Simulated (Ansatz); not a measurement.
**Indium, fcc under PBE: from relaxation to bulk modulus, part 1 of 2**

Aim: take indium in the fcc structure, relax it, solve it on a dense k-mesh, switch on spin-orbit coupling, then scale the cell to 7 volumes from 88 to 112 % of the relaxed one and try a fit of the equation of state. The k-meshes are 12×12×12 for the relaxation; 19×19×19 for the dense run; 11×11×11 for spin-orbit coupling; 19×19×19 for the volumes.

This is In in the fcc structure; at room conditions it is tetragonal.

Computed with Ansatz 0.2.0 (DFT PBE, plane waves (420 eV) with PAW, scalar-relativistic, unless a step says otherwise).

## 1. The structure to begin with

Symmetry: Fm-3m, No. 225, cubic system. The conventional cell has a = 4.711 Å, b = 4.711 Å, c = 4.711 Å, α = 90.00°, β = 90.00°, γ = 90.00°. In (site symmetry m-3m) is surrounded by 12 In at 3.33 Å.

Structure file:

```xyz
1
Lattice="0.0000 2.3557 2.3557 2.3557 0.0000 2.3557 2.3557 2.3557 0.0000" Properties=species:S:1:pos:R:3 pbc="T T T"
In    0.0000    0.0000    0.0000
```

## 2. Relaxation of the cell

Input file input.yaml:

```yaml
crystal:
  lattice:
    - [0.0, 2.3556547913, 2.3556547913]
    - [2.3556547913, 0.0, 2.3556547913]
    - [2.3556547913, 2.3556547913, 0.0]
  atoms:
    - { symbol: In, position: [0.0, 0.0, 0.0] }
hamiltonian:
  xc: pbe
  pseudopotentials:
    kind: paw
    azcp:
      In: "pseudopotentials/In.paw.azcp"
basis:
  ecutwfc: 420
  fft_grid_basis: typed
kpoints:
  mp_grid: { grid: [12, 12, 12], shift: [0, 0, 0] }
magnetization:
  spin_polarized: false
scf:
  occupations: { method: fermi_dirac, width: 0.1 }
relax:
  max_steps: 60
  f_tol: 0.01
  cell: {}
```

Standard output:

```text
Engine: ansatz 0.2.0, x86_64-unknown-linux-gnu
Pseudopotentials: kind: paw
Pseudopotential: In, paw, valence charge 13, recommended cutoff 420 eV (normal), <dir>
Functional definition: PBE
  parameter kappa = 0.804
  parameter beta = 0.06672455060314922
  exchange = pbe_x(kappa = kappa, mu = beta*pi^2/3)
  correlation = pbe_c(beta = beta)
Crystal: 1 atoms, lattice volume = 26.144 Å³
Basis set: ecut = 420 eV, 531 PW (Γ), exchange–correlation on 48×48×48 points (8 copies of the dense FFT grid, shifted against one another)
Bands: 11, of which v1, the nominal top of the filled ones, is band 7 counted from 1 (6 counted from 0)
Symmetry: 48 space group operations
Space group: Fm-3m (ITA 225), of the structure as read, at distance tolerance 3.0e-5 Å
k-points: 72 of 1728
Non-local potential: In, projectors of the file, l = 0: 2, l = 1: 2, l = 2: 2, l = 3: 2
PAW form: soft (Blöchl's): semilocal exchange-correlation on the pseudo side does not see the compensation charge
PAW one-centre angular grid: In, 590 points (default); XC on 64 Gauss nodes
Initial density: superposition of atomic densities (neutral atoms: chi_scale 0, normalization atom), corrected by the library's trained network
Initial wavefunctions: pseudopotential atomic-orbital guess
Functional: x = pbe(κ = 0.804, μ = 0.2195149727645171), c = pbe(β = 0.06672455060314922)
SCF iter   1: F=—  HF=-5597.844942 eV  |F-HF|=—  |Δ(HF+E_count)|=         —  Δρ=1.15e-3  dr2=2.54e-4  ethr=1.77e-3  ⟨swp⟩=4.9  Hψ=4658  notcnv=0
preconditioner: auto → none  [metal: Δε(μ)=0.126 eV  Ē_g=19.724 eV  σ=0.100 eV  W_gap=0.31  n_scr=8 (ndim 8)  ℏωp=26.2 eV  f_vac=0.000  D(μ)=0.51/eV (n_scr^D=0)  sad-step TF]
SCF iter   2: F=—  HF=-5597.844518 eV  |F-HF|=—  |Δ(HF+E_count)|=   4.23e-4  Δρ=6.49e-4  dr2=1.19e-4  ethr=1.96e-6  ⟨swp⟩=2.1  Hψ=1739  notcnv=0
SCF iter   3: F=—  HF=-5597.844553 eV  |F-HF|=—  |Δ(HF+E_count)|=   3.46e-5  Δρ=5.57e-4  dr2=5.39e-5  ethr=9.17e-7  ⟨swp⟩=2.0  Hψ=1239  notcnv=0
SCF iter   4: F=—  HF=-5597.844524 eV  |F-HF|=—  |Δ(HF+E_count)|=   2.84e-5  Δρ=1.59e-4  dr2=4.21e-6  ethr=4.15e-7  ⟨swp⟩=2.4  Hψ=1271  notcnv=0
SCF iter   5: F=—  HF=-5597.844524 eV  |F-HF|=—  |Δ(HF+E_count)|=   3.88e-7  Δρ=1.50e-4  dr2=3.60e-6  ethr=3.24e-8  ⟨swp⟩=2.0  Hψ=1240  notcnv=0
SCF iter   6: F=—  HF=-5597.844522 eV  |F-HF|=—  |Δ(HF+E_count)|=   1.57e-6  Δρ=7.64e-5  dr2=9.10e-7  ethr=2.77e-8  ⟨swp⟩=2.0  Hψ=1144  notcnv=0
SCF iter   7: F=-5597.844522 eV  HF=-5597.844522 eV  |F-HF|=6.51e-8  |Δ(HF+E_count)|=   5.17e-7  Δρ=1.85e-5  dr2=5.33e-8  ethr=7.69e-10  ⟨swp⟩=3.7  Hψ=2901  notcnv=0
SCF 1 converged in 7 iterations: F = -5597.844522 eV  dr2 = 5.33e-8
relax step   1: F+E_penalty+E_count = -5597.84452190 eV  Δ(F+E_penalty+E_count) = +0.000e0 eV  max|allowed force component| = 0.000e0 eV/Å  Δτ_max = 0.0000 Å  P = +1.979 GPa  Ω = 26.144 Å³  (7 SCF iters, dr2 threshold 1.00e-7 eV, accepted)
Crystal: 1 atoms, lattice volume = 27.282 Å³
Initial density: handed on by an earlier stage of this run
Initial wavefunctions: those handed on with the density
iter 1 solved again at ethr=1.58e-6 eV; its pass at ethr=3.10e-3 eV (dr2=2.06e-4 eV) is discarded
SCF iter   1: F=—  HF=-5597.851916 eV  |F-HF|=—  |Δ(HF+E_count)|=         —  Δρ=8.32e-4  dr2=2.37e-4  ethr=1.58e-6  ⟨swp⟩=2.4  Hψ=7064  notcnv=0
preconditioner: auto → none  [metal: Δε(μ)=0.105 eV  Ē_g=19.510 eV  σ=0.100 eV  W_gap=0.25  n_scr=8 (ndim 8)  ℏωp=25.6 eV  f_vac=0.000  D(μ)=0.52/eV (n_scr^D=0)]
SCF iter   2: F=—  HF=-5597.851856 eV  |F-HF|=—  |Δ(HF+E_count)|=   6.08e-5  Δρ=4.82e-4  dr2=3.45e-5  ethr=1.58e-6  ⟨swp⟩=2.6  Hψ=1340  notcnv=0
SCF iter   3: F=—  HF=-5597.851854 eV  |F-HF|=—  |Δ(HF+E_count)|=   1.38e-6  Δρ=1.17e-4  dr2=3.01e-6  ethr=2.66e-7  ⟨swp⟩=1.0  Hψ=792  notcnv=0
SCF iter   4: F=-5597.851854 eV  HF=-5597.851854 eV  |F-HF|=3.11e-9  |Δ(HF+E_count)|=   2.05e-7  Δρ=7.25e-6  dr2=1.14e-8  ethr=7.69e-10  ⟨swp⟩=3.7  Hψ=3098  notcnv=0
SCF 2 converged in 4 iterations: F = -5597.851854 eV  dr2 = 1.14e-8
relax step   2: F+E_penalty+E_count = -5597.85185443 eV  Δ(F+E_penalty+E_count) = -7.333e-3 eV  max|allowed force component| = 0.000e0 eV/Å  Δτ_max = 0.0000 Å  P = +0.245 GPa  Ω = 27.282 Å³  energy of the carried Pulay correction = -3.010e-4 eV  (4 SCF iters, dr2 threshold 1.00e-7 eV, accepted)
Crystal: 1 atoms, lattice volume = 27.451 Å³
Basis set: ecut = 420 eV, 537 PW (Γ), exchange–correlation on 48×48×48 points (8 copies of the dense FFT grid, shifted against one another)
iter 1 solved again at ethr=1.90e-8 eV; its pass at ethr=3.10e-3 eV (dr2=2.48e-6 eV) is discarded
SCF iter   1: F=—  HF=-5597.851954 eV  |F-HF|=—  |Δ(HF+E_count)|=         —  Δρ=1.16e-4  dr2=4.61e-6  ethr=1.90e-8  ⟨swp⟩=3.2  Hψ=6560  notcnv=0
preconditioner: auto → none  [metal: Δε(μ)=0.095 eV  Ē_g=19.459 eV  σ=0.100 eV  W_gap=0.23  n_scr=8 (ndim 8)  ℏωp=25.6 eV  f_vac=0.000  D(μ)=0.52/eV (n_scr^D=0)]
SCF iter   2: F=—  HF=-5597.851953 eV  |F-HF|=—  |Δ(HF+E_count)|=   9.46e-7  Δρ=6.84e-5  dr2=7.06e-7  ethr=1.90e-8  ⟨swp⟩=2.0  Hψ=1239  notcnv=0
SCF iter   3: F=-5597.851953 eV  HF=-5597.851953 eV  |F-HF|=2.33e-9  |Δ(HF+E_count)|=   5.38e-8  Δρ=1.66e-5  dr2=6.12e-8  ethr=7.69e-10  ⟨swp⟩=3.4  Hψ=2486  notcnv=0
SCF 3 converged in 3 iterations: F = -5597.851953 eV  dr2 = 6.12e-8
relax step   3: F+E_penalty+E_count = -5597.85195308 eV  Δ(F+E_penalty+E_count) = -9.865e-5 eV  max|allowed force component| = 0.000e0 eV/Å  Δτ_max = 0.0000 Å  P = +0.024 GPa  Ω = 27.451 Å³  energy of the carried Pulay correction = -3.440e-4 eV  (3 SCF iters, dr2 threshold 1.00e-7 eV, accepted)
Initial wavefunctions: pseudopotential atomic-orbital guess (no wavefunctions were taken with the density)
iter 1 solved again at ethr=5.20e-8 eV; its pass at ethr=3.10e-3 eV (dr2=6.75e-6 eV) is discarded
SCF iter   1: F=—  HF=-5597.852277 eV  |F-HF|=—  |Δ(HF+E_count)|=         —  Δρ=9.59e-5  dr2=5.60e-7  ethr=5.20e-8  ⟨swp⟩=3.6  Hψ=7073  notcnv=0
preconditioner: auto → none  [metal: Δε(μ)=0.095 eV  Ē_g=19.456 eV  σ=0.100 eV  W_gap=0.23  n_scr=8 (ndim 8)  ℏωp=25.6 eV  f_vac=0.000  D(μ)=0.52/eV (n_scr^D=0)]
SCF iter   2: F=—  HF=-5597.852276 eV  |F-HF|=—  |Δ(HF+E_count)|=   7.14e-7  Δρ=4.07e-5  dr2=1.08e-7  ethr=4.31e-9  ⟨swp⟩=2.0  Hψ=1148  notcnv=0
SCF iter   3: F=—  HF=-5597.852276 eV  |F-HF|=—  |Δ(HF+E_count)|=   8.54e-8  Δρ=8.57e-6  dr2=4.49e-9  ethr=8.33e-10  ⟨swp⟩=2.1  Hψ=941  notcnv=0
SCF iter   4: F=—  HF=-5597.852276 eV  |F-HF|=—  |Δ(HF+E_count)|=   4.09e-9  Δρ=1.15e-6  dr2=1.03e-10  ethr=3.45e-11  ⟨swp⟩=2.0  Hψ=1236  notcnv=0
SCF iter   5: F=-5597.852276 eV  HF=-5597.852276 eV  |F-HF|=9.09e-13  |Δ(HF+E_count)|=  2.28e-10  Δρ=5.70e-8  dr2=4.70e-13  ethr=1.00e-12  ⟨swp⟩=5.8  Hψ=2775  notcnv=0
SCF 4 converged in 5 iterations: F = -5597.852276 eV  dr2 = 4.70e-13
relax step   4: F+E_penalty+E_count = -5597.85227613 eV  Δ(F+E_penalty+E_count) = -3.230e-4 eV  max|allowed force component| = 0.000e0 eV/Å  Δτ_max = 0.0000 Å  P = +0.018 GPa  Ω = 27.451 Å³  stress off target by 1.76e-2 GPa  SCF on the basis re-selected at this cell (its energy is not comparable with the rows above)  (5 SCF iters)
basis re-selected at this cell: Δ(F+E_penalty+E_count) = -3.230e-4 eV, ΔP = -0.007 GPa vs the last step (what re-selecting the basis moved, of the pressure what is left beyond the Pulay correction that the steps carried, after the strain that the cell walked since its last selection, with what the two solves' SCF thresholds leave and, on support functions, any second-order correction that the steps lacked; it is no measure of the basis error at this ecutwfc). This SCF's stress stands 1.76e-2 GPa from its target on what of the cell is left free (relax.cell.stress_tol is 5.00e-2 GPa) and its largest allowed force component is 0.00e0 eV/Å (relax.f_tol is 1.00e-2 eV/Å): within both
SCF converged after 5 iterations
Free energy (F): -5597.852276 eV
Harris-Foulkes:  -5597.852276 eV  (|F-HF|=9.09e-13)
Internal energy: -5597.835563 eV  (E = F + TS)
E sigma→0 (E₀):  -5597.843919 eV
Entropy (-TS):   -0.016713 eV (-16.713 meV/atom)
Fermi energy:    9.583837 eV
--- Per-component energies (eV) ---
  E_band       = -31.313807
  E_kinetic    = 240.850979
  E_local      = -1104.046107  (includes V_loc(G=0)·N_el)
  E_nonlocal   = 366.044052
  E_hartree    = 432.156611
  E_xc         = -215.804226
  E_vxc        = -99.700937  (∫ρ·V_xc dr)
  E_paw        = -4152.026274  (= ΣΔE_a)
  E_vpaw       = -298.775014  (= ΣTr[D̂ρ^β])
  E_aug_tail   = 0.000025  (compensation charges beyond the density's cutoff)
  E_ewald      = -1165.010623
  E_smearing   = -0.016713  (= −TS)
  E_closure    = -0.000000  (closes the sum)
  Σ components = -5597.852276   (vs F -5597.852276, Δ=0.00e0)
--- Forces (eV/Å), atoms counted from 1 ---
  atom   1  In    -0.00000000    -0.00000000    -0.00000000
  max |Σ_I F_I| component: 1.31e-31 eV/Å
--- Stress (GPa, compression-positive) ---
        0.017625       0.000000       0.000000
        0.000000       0.017625       0.000000
        0.000000       0.000000       0.017625
  P = ⅓ Tr σ = 0.0176 GPa (0.176 kbar)
--- Relaxed structure (3 steps of the walk, 3 accepted, 1 SCFs on fresh bases) ---
  F+E_penalty+E_count = -5597.85227613 eV   max|allowed force component| = 0.000e0 eV/Å   (the final SCF, on the basis selected at the relaxed cell)
  cell:  # Å, volume = 27.4508 Å³
    - [-6.114446439474708e-33, 2.3942798089684643, 2.3942798089684643]
    - [2.3942798089684643, -5.6558629565141044e-33, 2.3942798089684643]
    - [2.3942798089684643, 2.3942798089684643, -2.1400562538161475e-33]
  atoms:
    - { symbol: In, position: [0.0, 0.0, 0.0] }
```

It took 7.7 s on 1 thread of an x86-64 CPU, shared host; peak memory 0.49 GiB.

The steps of the relaxation:

```tsv
step	energy change (meV/atom)	largest force (eV/Å)	pressure (GPa)	volume (Å³/atom)
1	0.00	0.0000	1.98	26.144
2	-7.33	0.0000	0.25	27.282
3	-7.43	0.0000	0.02	27.451
4	-7.75	0.0000	0.02	27.451
```

Steps that repeat a cell are solved on a basis chosen anew, so their changes of energy are no gain of the relaxation.

The cell of the run, before and after:

|  | before | after | change |
| --- | --- | --- | --- |
| a (Å) | 3.331 | 3.386 | +1.6 % |
| b (Å) | 3.331 | 3.386 | +1.6 % |
| c (Å) | 3.331 | 3.386 | +1.6 % |
| volume (Å³/atom) | 26.144 | 27.451 | +5.0 % |
| shortest distance (Å) | 3.331 | 3.386 | +1.6 % |
| space group (spins left aside) | Fm-3m | Fm-3m | same |

## 3. Single point on a dense mesh

Input file input.yaml:

```yaml
crystal:
  lattice:
    - [0.0, 2.394279809, 2.394279809]
    - [2.394279809, 0.0, 2.394279809]
    - [2.394279809, 2.394279809, 0.0]
  atoms:
    - { symbol: In, position: [0.0, 0.0, 0.0] }
hamiltonian:
  xc: pbe
  pseudopotentials:
    kind: paw
    azcp:
      In: "pseudopotentials/In.paw.azcp"
basis:
  ecutwfc: 420
  fft_grid_basis: typed
kpoints:
  mp_grid: { grid: [19, 19, 19], shift: [0, 0, 0] }
magnetization:
  spin_polarized: false
scf:
  occupations: { method: fermi_dirac, width: 0.1 }
```

Standard output, cut to the lines that bear on the results:

```text
[...]
Pseudopotentials: kind: paw
Pseudopotential: In, paw, valence charge 13, recommended cutoff 420 eV (normal), <dir>
Functional definition: PBE
[...]
Crystal: 1 atoms, lattice volume = 27.451 Å³
Basis set: ecut = 420 eV, 537 PW (Γ)
Bands: 11, of which v1, the nominal top of the filled ones, is band 7 counted from 1 (6 counted from 0)
Symmetry: 48 space group operations
Space group: Fm-3m (ITA 225), of the structure as read, at distance tolerance 3.0e-5 Å
k-points: 220 of 6859
[...]
SCF iter   1: F=—  HF=-5597.853886 eV  |F-HF|=—  |Δ(HF+E_count)|=         —  Δρ=1.14e-3  dr2=2.13e-4  ethr=1.77e-3  ⟨swp⟩=4.9  Hψ=14192  notcnv=0
[...]
SCF iter   7: F=-5597.853460 eV  HF=-5597.853460 eV  |F-HF|=2.30e-8  |Δ(HF+E_count)|=   2.22e-7  Δρ=1.07e-5  dr2=1.82e-8  ethr=7.69e-10  ⟨swp⟩=1.4  Hψ=6867  notcnv=0
[...]
SCF converged after 7 iterations
Free energy (F): -5597.853460 eV
[...]
E sigma→0 (E₀):  -5597.845697 eV
Entropy (-TS):   -0.015526 eV (-15.526 meV/atom)
Fermi energy:    9.612268 eV
[...]
```

Wall time 5.7 s (1 thread of an x86-64 CPU, shared host); peak memory 0.52 GiB.

## 4. Spin-orbit coupling switched on

input.yaml: that of step 3 with these lines changed.

```diff
@@ -10,3 +10,3 @@
   pseudopotentials:
-    kind: paw
+    kind: paw_fr
     azcp:
@@ -17,5 +17,6 @@
 kpoints:
-  mp_grid: { grid: [19, 19, 19], shift: [0, 0, 0] }
+  mp_grid: { grid: [11, 11, 11], shift: [0, 0, 0] }
 magnetization:
-  spin_polarized: false
+  noncollinear: true
+  spin_orbit: true
 scf:
```

Standard output, cut to the lines that bear on the results:

```text
[...]
Pseudopotentials: kind: paw_fr
Pseudopotential: In, paw_fr, valence charge 13, recommended cutoff 420 eV (normal), <dir>
Functional definition: PBE
[...]
non-collinear run that drives no moment, with spin-orbit: no starting moment large enough to seed its density (crystal.atoms[].spin), no starting occupations that ask for one, no magnetisation constraint and no magnetic field, so the semilocal B_xc is pinned to zero
Crystal: 1 atoms, lattice volume = 27.451 Å³
Basis set: ecut = 420 eV, 537 PW (Γ)
Bands: 22, of which v1, the nominal top of the filled ones, is band 13 counted from 1 (12 counted from 0)
Symmetry: 48 space group operations + 48 with time reversal
Magnetic group: BNS 225.117 (UNI 1619), of the structure as read, at distance tolerance 3.0e-5 Å
k-points: 56 of 1331
Projection manifold: j_resolved (fully-relativistic pseudo-atomic orbitals)
[...]
SCF iter   1: F=—  HF=-5599.794406 eV  |F-HF|=—  |Δ(HF+E_count)|=         —  Δρ=1.25e-2  dr2=5.77e-2  dr2_m=0.00e0 (ungated)  ethr=3.10e-3  |M|=0.00e0 ∫|m|=0.00e0 μB  |m|>n=0.0e0 m-floor=0.0e0 τ_xc=0.0e0  β_m=0.30  ⟨swp⟩=10.2  Hψ=4281  notcnv=0  defer=12
[...]
SCF iter   7: F=-5599.772628 eV  HF=-5599.772628 eV  |F-HF|=2.59e-10  |Δ(HF+E_count)|=   1.96e-8  Δρ=1.09e-6  dr2=4.87e-10  dr2_m=0.00e0 (ungated)  ethr=7.69e-10  |M|=0.00e0 ∫|m|=0.00e0 μB  |m|>n=0.0e0 m-floor=0.0e0 τ_xc=0.0e0  ⟨swp⟩=2.0  Hψ=1203  notcnv=0
[...]
SCF converged after 7 iterations
Magnetization: |M| = 0.0000 μB,  M = (+0.0000, +0.0000, +0.0000) μB
Absolute magnetization: 0.0000 μB (∫|m|)
  site 0: m = (+0.0000, +0.0000, +0.0000) μB, |m| = 0.0000 μB  (R = 1.40 Å)
Free energy (F): -5599.772628 eV
[...]
E sigma→0 (E₀):  -5599.763704 eV
Entropy (-TS):   -0.017847 eV (-17.847 meV/atom)
Fermi energy:    9.598040 eV
[...]
```

Run time: 7.2 s. Hardware: 1 thread of an x86-64 CPU, shared host; peak memory 0.48 GiB.

With and without spin-orbit coupling:

```tsv
	scalar-relativistic	with spin-orbit coupling
k-mesh	19×19×19	11×11×11
gap on the mesh	none (levels filled in part)	none (levels filled in part)
```

The meshes differ, so small differences between the columns need not come from spin-orbit coupling.

## 5. Volume × 0.88

Input file input.yaml:

```yaml
crystal:
  lattice:
    - [0.0, 2.294399964, 2.294399964]
    - [2.294399964, 0.0, 2.294399964]
    - [2.294399964, 2.294399964, 0.0]
  atoms:
    - { symbol: In, position: [0.0, 0.0, 0.0] }
hamiltonian:
  xc: pbe
  pseudopotentials:
    kind: paw
    azcp:
      In: "pseudopotentials/In.paw.azcp"
basis:
  ecutwfc: 420
  fft_grid_basis: typed
kpoints:
  mp_grid: { grid: [19, 19, 19], shift: [0, 0, 0] }
magnetization:
  spin_polarized: false
scf:
  occupations: { method: fermi_dirac, width: 0.1 }
output:
  stress: true
```

Standard output, cut to the lines that bear on the results:

```text
[...]
Pseudopotentials: kind: paw
Pseudopotential: In, paw, valence charge 13, recommended cutoff 420 eV (normal), <dir>
Functional definition: PBE
[...]
Crystal: 1 atoms, lattice volume = 24.157 Å³
Basis set: ecut = 420 eV, 459 PW (Γ)
Bands: 11, of which v1, the nominal top of the filled ones, is band 7 counted from 1 (6 counted from 0)
Symmetry: 48 space group operations
Space group: Fm-3m (ITA 225), of the structure as read, at distance tolerance 2.9e-5 Å
k-points: 220 of 6859
[...]
SCF iter   1: F=—  HF=-5597.795036 eV  |F-HF|=—  |Δ(HF+E_count)|=         —  Δρ=7.72e-4  dr2=1.13e-4  ethr=1.77e-3  ⟨swp⟩=4.9  Hψ=14283  notcnv=0
[...]
SCF iter   6: F=-5597.794704 eV  HF=-5597.794704 eV  |F-HF|=1.11e-9  |Δ(HF+E_count)|=  5.46e-10  Δρ=3.01e-6  dr2=1.01e-9  ethr=9.91e-11  ⟨swp⟩=2.1  Hψ=7598  notcnv=0
[...]
SCF converged after 6 iterations
Free energy (F): -5597.794704 eV
[...]
E sigma→0 (E₀):  -5597.787714 eV
Entropy (-TS):   -0.013980 eV (-13.980 meV/atom)
Fermi energy:    11.473370 eV
[...]
--- Stress (GPa, compression-positive) ---
        6.438859      -0.000000       0.000000
        0.000000       6.438859       0.000000
        0.000000      -0.000000       6.438859
  P = ⅓ Tr σ = 6.4389 GPa (64.389 kbar)
```

Run time: 5.1 s. Hardware: 1 thread of an x86-64 CPU, shared host; peak memory 0.52 GiB.

## 6. Volume × 0.92

input.yaml: that of step 5 with these lines changed.

```diff
@@ -2,5 +2,5 @@
   lattice:
-    - [0.0, 2.294399964, 2.294399964]
-    - [2.294399964, 0.0, 2.294399964]
-    - [2.294399964, 2.294399964, 0.0]
+    - [0.0, 2.328649789, 2.328649789]
+    - [2.328649789, 0.0, 2.328649789]
+    - [2.328649789, 2.328649789, 0.0]
   atoms:
```

Standard output, cut to the lines that bear on the results:

```text
[...]
Pseudopotentials: kind: paw
Pseudopotential: In, paw, valence charge 13, recommended cutoff 420 eV (normal), <dir>
Functional definition: PBE
[...]
Crystal: 1 atoms, lattice volume = 25.255 Å³
Basis set: ecut = 420 eV, 531 PW (Γ)
Bands: 11, of which v1, the nominal top of the filled ones, is band 7 counted from 1 (6 counted from 0)
Symmetry: 48 space group operations
Space group: Fm-3m (ITA 225), of the structure as read, at distance tolerance 2.9e-5 Å
k-points: 220 of 6859
[...]
SCF iter   1: F=—  HF=-5597.829709 eV  |F-HF|=—  |Δ(HF+E_count)|=         —  Δρ=9.09e-4  dr2=1.63e-4  ethr=1.77e-3  ⟨swp⟩=4.9  Hψ=14247  notcnv=0
[...]
SCF iter   7: F=-5597.829308 eV  HF=-5597.829308 eV  |F-HF|=4.79e-8  |Δ(HF+E_count)|=   3.76e-7  Δρ=1.60e-5  dr2=3.81e-8  ethr=7.69e-10  ⟨swp⟩=3.6  Hψ=8704  notcnv=0
[...]
SCF converged after 7 iterations
Free energy (F): -5597.829308 eV
[...]
E sigma→0 (E₀):  -5597.822164 eV
Entropy (-TS):   -0.014288 eV (-14.288 meV/atom)
Fermi energy:    10.796254 eV
[...]
--- Stress (GPa, compression-positive) ---
        3.768380      -0.000000      -0.000000
       -0.000000       3.768380       0.000000
       -0.000000      -0.000000       3.768380
  P = ⅓ Tr σ = 3.7684 GPa (37.684 kbar)
```

It took 6.9 s on 1 thread of an x86-64 CPU, shared host; peak memory 0.52 GiB.

## 7. Volume × 0.96

input.yaml: that of step 6 with these lines changed.

```diff
@@ -2,5 +2,5 @@
   lattice:
-    - [0.0, 2.328649789, 2.328649789]
-    - [2.328649789, 0.0, 2.328649789]
-    - [2.328649789, 2.328649789, 0.0]
+    - [0.0, 2.3619207097, 2.3619207097]
+    - [2.3619207097, 0.0, 2.3619207097]
+    - [2.3619207097, 2.3619207097, 0.0]
   atoms:
```

Standard output, cut to the lines that bear on the results:

```text
[...]
Pseudopotentials: kind: paw
Pseudopotential: In, paw, valence charge 13, recommended cutoff 420 eV (normal), <dir>
Functional definition: PBE
[...]
Crystal: 1 atoms, lattice volume = 26.353 Å³
Basis set: ecut = 420 eV, 531 PW (Γ)
Bands: 11, of which v1, the nominal top of the filled ones, is band 7 counted from 1 (6 counted from 0)
Symmetry: 48 space group operations
Space group: Fm-3m (ITA 225), of the structure as read, at distance tolerance 3.0e-5 Å
k-points: 220 of 6859
[...]
SCF iter   1: F=—  HF=-5597.848122 eV  |F-HF|=—  |Δ(HF+E_count)|=         —  Δρ=1.06e-3  dr2=2.02e-4  ethr=1.77e-3  ⟨swp⟩=4.9  Hψ=14204  notcnv=0
[...]
SCF iter   7: F=-5597.847704 eV  HF=-5597.847704 eV  |F-HF|=4.49e-8  |Δ(HF+E_count)|=   3.77e-7  Δρ=1.51e-5  dr2=3.54e-8  ethr=7.69e-10  ⟨swp⟩=3.5  Hψ=8694  notcnv=0
[...]
SCF converged after 7 iterations
Free energy (F): -5597.847704 eV
[...]
E sigma→0 (E₀):  -5597.840293 eV
Entropy (-TS):   -0.014821 eV (-14.821 meV/atom)
Fermi energy:    10.178579 eV
[...]
--- Stress (GPa, compression-positive) ---
        1.685213      -0.000000       0.000000
        0.000000       1.685213      -0.000000
        0.000000      -0.000000       1.685213
  P = ⅓ Tr σ = 1.6852 GPa (16.852 kbar)
```

Run time: 5.5 s. Hardware: 1 thread of an x86-64 CPU, shared host; peak memory 0.52 GiB.

(Continued in part 2 of 2.)
